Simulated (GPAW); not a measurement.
## BN in GPAW: the effect of potentials

The system is BN.

```
N B
1.0
     2.49824    0.00000    0.00000
    -1.24912    2.16354    0.00000
     0.00000    0.00000    6.63570
N B
2 2
Direct
  0.66667 0.33333 0.25000
  0.33333 0.66667 0.75000
  0.66667 0.33333 0.75000
  0.33333 0.66667 0.25000
```

Alike in all runs:

| Quantity | Value |
| --- | --- |
| Program | GPAW 26.7.0 |
| Task | single point |
| Functional | PBE |
| Basis | pw |
| k mesh | 12 × 12 × 4 |
| Occupations | fermi-dirac, width 0.05 eV |
| Spin | no spin polarisation |

Problem. One run gave: gap on the mesh 4.33 eV; pressure 3.6 GPa. Which potentials did it use?
A. PAW data sets made by gpaw-setup for the functional
B. SG15 ONCV 1.2
C. JTH PAW 2.0
D. GPAW stock

Solution. B.

```csv
potentials,cutoff,gap on the mesh (eV),pressure (GPa)
GPAW stock,800 eV,4.29,4.3
PAW data sets made by gpaw-setup for the functional,800 eV,4.29,4.3
JTH PAW 2.0,800 eV,4.28,4.4
SG15 ONCV 1.2,1100 eV,4.33,3.6
```

Caveats: this functional lacks dispersion, which binds the layers, so the pressure and a relaxed spacing across them are unreliable; the program truncates these outside data sets (some runs).

A k mesh can miss the band edges.
